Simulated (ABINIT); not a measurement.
# Pb (Fm-3m) in ABINIT: notebook, part 2 of 2

ABINIT 10.8.3 (patched build). Earlier steps stand in the parts before.

## 4. Band structure, SCAN

run.abi reads:

```
# Datasets: ground state, then fixed potential
ndtset 2

# Pseudopotentials
pp_dirpath "./"
pseudos "Pb.GGA_PBE-JTH.xml"

# Structure
acell 3*1.0
rprim
     0.0000000000     4.6771099530     4.6771099530
     4.6771099530     0.0000000000     4.6771099530
     4.6771099530     4.6771099530     0.0000000000
ntypat 1
znucl 82
natom 1
typat 1
xred
     0.0000000000     0.0000000000     0.0000000000

# Plane-wave basis
ecut 20.0
pawecutdg 40.0

# Exchange and correlation
ixc -263267
usekden 1
pawxcdev 0

# Bands and occupations
occopt 3
tsmear 0.00183747

# SCF cycle
nstep 100

# Output
iomode 3
prtwf 0
prteig 0
prtebands 0
enunit 2
prtden1 1
prtkden1 1

# Dataset 1
kptopt1 1
ngkpt1 9 9 9
nshiftk1 1
shiftk1 0.0 0.0 0.0
nband1 11
tolvrs1 1.0e-7

# Dataset 2: bands along G-X-W-K-G-L-U-W-L-K
iscf2 -2
getden2 1
getkden2 1
nband2 15
nbdbuf2 2
tolwfr2 1.0e-12
kptopt2 -9
ndivsm2 6
prteig2 1
kptbounds2
     0.0000000000     0.0000000000     0.0000000000
     0.5000000000     0.0000000000     0.5000000000
     0.5000000000     0.2500000000     0.7500000000
     0.3750000000     0.3750000000     0.7500000000
     0.0000000000     0.0000000000     0.0000000000
     0.5000000000     0.5000000000     0.5000000000
     0.6250000000     0.2500000000     0.6250000000
     0.5000000000     0.2500000000     0.7500000000
     0.5000000000     0.5000000000     0.5000000000
     0.3750000000     0.3750000000     0.7500000000
```

Potentials or basis: JTH PAW PBE v2.0.

The run is started by

```bash
> abinit run.abi > log 2>&1
```

run.abo:

```text
.Version 10.8.3 of ABINIT
 DATASET    1 : space group Fm -3 m (#225); Bravais cF (face-center cubic)
================================================================================
 Values of the parameters that define the memory need for DATASET  1.
     intxc =       0    ionmov =       0      iscf =      17    lmnmax =      18
     lnmax =       6     mgfft =      30  mpssoang =       3    mqgrid =    3001
     natom =       1  nloc_mem =       2    nspden =       1   nspinor =       1
    nsppol =       1      nsym =      48    n1xccc =       1    ntypat =       1
    occopt =       3   xclevel =       2
       mpw =         895          nfft =       27000          nkpt =          35
 PAW method is used; the additional fine FFT grid is defined by:
   mgfftf=        40    nfftf =     64000
================================================================================
================================================================================
[... 1605 lines left out ...]
 kpt# 101, nband= 15, wtk=  1.00000, kpt=  0.4000  0.4000  0.7000 (reduced coord)
 -10.46172  -10.31364  -10.20434  -10.19945  -10.10522   -0.64289    4.40551    6.31553
  10.45405   14.66135   20.84222   23.24022   23.40766   25.38422   25.60318
 kpt# 102, nband= 15, wtk=  1.00000, kpt=  0.3875  0.3875  0.7250 (reduced coord)
 -10.47374  -10.33405  -10.18258  -10.18014  -10.10351   -0.46106    4.67869    5.79727
  10.19828   14.48027   20.04865   24.13907   24.20756   25.34234   25.42721
 kpt# 103, nband= 15, wtk=  1.00000, kpt=  0.3750  0.3750  0.7500 (reduced coord)
 -10.48456  -10.35761  -10.16457  -10.16310  -10.09708   -0.34608    4.62265    5.81151
   9.98878   14.34026   19.28721   24.64386   25.09769   25.38739   25.56309

== END DATASET(S) ==============================================================
================================================================================

 -outvars: echo values of variables after computation  --------
            acell      1.0000000000E+00  1.0000000000E+00  1.0000000000E+00 Bohr
           etotal1    -1.0038445016E+01
            fcart1    -0.0000000000E+00 -0.0000000000E+00 -0.0000000000E+00
            rprim      0.0000000000E+00  4.6771099530E+00  4.6771099530E+00
                       4.6771099530E+00  0.0000000000E+00  4.6771099530E+00
                       4.6771099530E+00  4.6771099530E+00  0.0000000000E+00
           strten1     7.8148647459E-06  7.8148647459E-06  7.8148647459E-06
                       0.0000000000E+00  0.0000000000E+00  0.0000000000E+00
 Calculation completed.
```

Run time: 3.5 min. Hardware: 1 thread of Arm Neoverse V1, shared host; peak memory 0.11 GiB.

What came out:

* Free energy: -273.1600 eV
* Band gap on the k mesh: none (metal or under the smearing width)
* Valence electrons inside the program's atomic spheres: Pb 11.42 (radii [1.2714] Å)

Levels at the corners of the path, in eV from the Fermi level:
| point | band 4 | band 5 | band 6 | band 7 | band 8 | band 9 | band 10 | band 11 |
| --- | --- | --- | --- | --- | --- | --- | --- | --- |
| Γ | -17.09 | -17.09 | -12.29 | 7.58 | 7.58 | 7.58 | 10.99 | 12.76 |
| X | -16.91 | -16.91 | -7.10 | -3.28 | 2.18 | 2.18 | 6.40 | 7.63 |
| W | -17.04 | -16.91 | -7.02 | -1.28 | -1.28 | 0.58 | 11.69 | 13.34 |
| K | -17.02 | -16.95 | -7.20 | -2.23 | -1.04 | 3.13 | 7.48 | 12.43 |
| Γ | -17.09 | -17.09 | -12.29 | 7.58 | 7.58 | 7.58 | 10.99 | 12.76 |
| L | -16.94 | -16.94 | -8.55 | -4.18 | 5.72 | 5.72 | 10.46 | 10.60 |
| U | -17.02 | -16.95 | -7.20 | -2.23 | -1.04 | 3.13 | 7.48 | 12.43 |
| W | -17.04 | -16.91 | -7.02 | -1.28 | -1.28 | 0.58 | 11.69 | 13.34 |
| L | -16.94 | -16.94 | -8.55 | -4.18 | 5.72 | 5.72 | 10.46 | 10.60 |
| K | -17.02 | -16.95 | -7.20 | -2.23 | -1.04 | 3.13 | 7.48 | 12.43 |

Caveat: the cutoff is too short for stress, so the log's stress isn't used; totals of a meta-GGA on PAW files have another zero than those of a GGA; the PAW data sets were made with another functional, which shifts forces and pressure a little; spin-orbit coupling is left out, which moves the levels of the heavy elements.

## 5. Equation of state, revPBE+D3

run.abi reads:

```
# Datasets: one volume each
ndtset 7
getwfk -1
scalecart1 3*0.9795861087
scalecart2 3*0.9864848297
scalecart3 3*0.9932883884
scalecart4 3*1.0000000000
scalecart5 3*1.0066227096
scalecart6 3*1.0131594038
scalecart7 3*1.0196128224

# Pseudopotentials
pp_dirpath "./"
pseudos "Pb.GGA_PBE-JTH.xml"

# Structure
acell 3*1.0 Angstrom
rprim
     0.0000000000     2.4750200000     2.4750200000
     2.4750200000     0.0000000000     2.4750200000
     2.4750200000     2.4750200000     0.0000000000
ntypat 1
znucl 82
natom 1
typat 1
xred
     0.0000000000     0.0000000000     0.0000000000

# Plane-wave basis
ecut 17.0
pawecutdg 34.0

# k points
kptopt 1
ngkpt 9 9 9
nshiftk 1
shiftk 0.0 0.0 0.0

# Exchange and correlation
ixc 14
vdw_xc 6

# Bands and occupations
nband 11
occopt 3
tsmear 0.05 eV

# SCF cycle
nstep 100
tolvrs 1.0e-9

# Output
iomode 3
prtwf 1
prtden 0
prteig 0
prtebands 0
```

The run is started by

```bash
> abinit run.abi > log 2>&1
```

Wall time 56 s (1 thread of Arm Neoverse V1, shared host); peak memory 0.13 GiB.

The run converged. Its results:

* Equilibrium volume: 30.84 Å³/atom (rough: see the caveat)
* Bulk modulus: 41 GPa (rough)

Energy against volume, from the lowest point:
```
volume (Å³/atom)  energy (meV/atom)
          28.503              29.02
          29.110              14.55
          29.716               6.52
          30.323               1.50
          30.929               0.00
          31.535               2.27
          32.142               6.50
```

Caveat: the cutoff is too short for stress, so the log's stress isn't used; pressures at fixed basis lie under the slope of the energies; the fit is doubtful: noisy points or a state that changes with volume; the PAW data sets were made with another functional, which shifts forces and pressure a little.

## 6. Band structure, r2SCAN

run.abi reads:

```
# Datasets: ground state, then fixed potential
ndtset 2

# Pseudopotentials
pp_dirpath "./"
pseudos "Pb.LDA_PW-JTH_sp.xml"

# Structure
acell 6.6144323282 6.6144323282 6.6144323282
rprim
     0.0000000000     0.7071067812     0.7071067812
     0.7071067812     0.0000000000     0.7071067812
     0.7071067812     0.7071067812     0.0000000000
ntypat 1
znucl 82
natom 1
typat 1
xred
     0.0000000000     0.0000000000     0.0000000000

# Plane-wave basis
ecut 18.0
pawecutdg 36.0

# Exchange and correlation
ixc -497498
usekden 1
pawxcdev 0

# Bands and occupations
occopt 3
tsmear 0.00183747

# SCF cycle
nstep 100

# Output
iomode 3
prtwf 0
prteig 0
prtebands 0
enunit 1
prtden1 1
prtkden1 1

# Dataset 1
kptopt1 1
ngkpt1 9 9 9
nshiftk1 1
shiftk1 0.0 0.0 0.0
nband1 6
tolvrs1 1.0e-7

# Dataset 2: bands along G-X-W-K-G-L-U-W-L-K
iscf2 -2
getden2 1
getkden2 1
nband2 10
nbdbuf2 2
tolwfr2 1.0e-12
kptopt2 -9
ndivsm2 5
prteig2 1
prtvol2 -3
kptbounds2
     0.0000000000     0.0000000000     0.0000000000
     0.5000000000     0.0000000000     0.5000000000
     0.5000000000     0.2500000000     0.7500000000
     0.3750000000     0.3750000000     0.7500000000
     0.0000000000     0.0000000000     0.0000000000
     0.5000000000     0.5000000000     0.5000000000
     0.6250000000     0.2500000000     0.6250000000
     0.5000000000     0.2500000000     0.7500000000
     0.5000000000     0.5000000000     0.5000000000
     0.3750000000     0.3750000000     0.7500000000
```

Potentials or basis: JTH PAW LDA v2.0 sp.

The run is started by

```bash
> abinit run.abi > log 2>&1
```

It took 51 s on 1 thread of Arm Neoverse V1, shared host; peak memory 0.11 GiB.

The run converged. Its results:

```
Free energy                                           : 1365.2253 eV
Pressure                                              : 1.0 GPa
Band gap on the k mesh                                : none (metal or under the smearing width)
Valence electrons inside the program's atomic spheres : Pb 2.69 (radii [1.5418] Å)
```

Levels at the corners of the path, in eV from the Fermi level:
| point | band 1 | band 2 | band 3 | band 4 | band 5 | band 6 | band 7 |
| --- | --- | --- | --- | --- | --- | --- | --- |
| Γ | -12.14 | 7.94 | 7.94 | 7.94 | 9.36 | 9.36 | 9.36 |
| X | -6.87 | -3.28 | 2.39 | 2.39 | 5.79 | 6.52 | 10.88 |
| W | -6.72 | -1.30 | -1.30 | 0.53 | 10.01 | 10.01 | 10.02 |
| K | -6.94 | -2.26 | -1.10 | 3.34 | 6.68 | 9.81 | 10.74 |
| Γ | -12.14 | 7.94 | 7.94 | 7.94 | 9.36 | 9.36 | 9.36 |
| L | -8.42 | -4.22 | 6.06 | 6.06 | 8.64 | 9.07 | 9.07 |
| U | -6.94 | -2.26 | -1.10 | 3.34 | 6.68 | 9.81 | 10.74 |
| W | -6.72 | -1.30 | -1.30 | 0.53 | 10.01 | 10.01 | 10.02 |
| L | -8.42 | -4.22 | 6.06 | 6.06 | 8.64 | 9.07 | 9.07 |
| K | -6.94 | -2.26 | -1.10 | 3.34 | 6.68 | 9.81 | 10.74 |

Caveat: totals of a meta-GGA on PAW files have another zero than those of a GGA; the PAW data sets were made with another functional, which shifts forces and pressure a little; spin-orbit coupling is left out, which moves the levels of the heavy elements; this set keeps more shells in the core, which shifts pressures and gaps.

## 7. Overview

| task | level | potentials or basis | cutoff (eV) | fine-grid cutoff | gap on the mesh (eV) | pressure (GPa) |
| --- | --- | --- | --- | --- | --- | --- |
| band structure | LDA | PseudoDojo NC SR LDA v0.4.1 standard | 762 | - | none | -2.2 |
| equation of state | BLYP | JTH PAW PBE v2.0 | 463 | 925.187 eV | - | - |
| band structure | SCAN | JTH PAW PBE v2.0 | 544 | 1088.46 eV | none | - |
| equation of state | revPBE+D3 | JTH PAW PBE v2.0 | 463 | 925.187 eV | - | - |
| band structure | r2SCAN | JTH PAW LDA v2.0 sp | 490 | 979.61 eV | none | 1.0 |

Alike in all rows: no spin polarisation; cell as given; k mesh 9 × 9 × 9; smearing fermi-dirac 0.05 eV.

Caveats: the PAW data sets were made with another functional, which shifts forces and pressure a little (some runs); spin-orbit coupling is left out, which moves the levels of the heavy elements (some runs); totals of a meta-GGA on PAW files have another zero than those of a GGA (some runs); pressures at fixed basis lie under the slope of the energies (some runs); the fit is doubtful: noisy points or a state that changes with volume (some runs); this set keeps more shells in the core, which shifts pressures and gaps (some runs).

Total energies depend on the potentials used, so only differences within one code and one set of settings carry meaning.
